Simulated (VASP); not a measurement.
Input of a VASP 6.6.1 run:

Contents of INCAR:

```
  PREC = Accurate
  ENCUT = 600
  EDIFF = 1E-7
  ISMEAR = -1
  SIGMA = 0.05
  LREAL = F
  LASPH = T
  NELM = 60
  ALGO = Normal
  ISIF = 3
  LWAVE = F
  LCHARG = F
  METAGGA = R2SCAN
  LMIXTAU = T
  IBRION = 2
  NSW = 60
  EDIFFG = -0.01
```

Contents of KPOINTS:

```
regular mesh
0
Gamma
  8 8 8
```

POSCAR

```
TaN
1.0
    0.0000000000      2.2113230000      2.2113230000
    2.2113230000      0.0000000000      2.2113230000
    2.2113230000      2.2113230000      0.0000000000
Ta N
1 1
Direct
    0.5000000000      0.5000000000      0.5000000000
    0.0000000000      0.0000000000      0.0000000000
```

Potentials or basis: VASP PAW PBE potentials, release 64 (Ta_pv, N).

The run is started by

```sh
$ cat potpaw_PBE.64/Ta_pv/POTCAR potpaw_PBE.64/N/POTCAR > POTCAR
$ mpirun -np 1 vasp_std > vasp.out
```

Question: What does it give for the relaxed cell?

Answer: a = 3.115 Å, b = 3.115 Å, c = 3.115 Å, α = 60.00°, β = 60.00°, γ = 60.00°.

Question: Predict the relaxed volume.

Answer: 10.69 Å³/atom.

Question: Estimate the space group after relaxing (to 0.05 Å).

Answer: Fm-3m (No. 225).

Question: Estimate the band gap on the k mesh.

Answer: None (metal or under the smearing width).

Final structure:
```xyz
2
Lattice="0.0000 2.2027 2.2027 2.2027 0.0000 2.2027 2.2027 2.2027 0.0000" Properties=species:S:1:pos:R:3 pbc="T T T"
Ta    2.2027    2.2027    2.2027
N     0.0000    0.0000    0.0000
```

Caveat: the PAW data sets were made with another functional, which shifts forces and pressure a little. The run has no spin-orbit coupling, so splittings on Ta are missing.
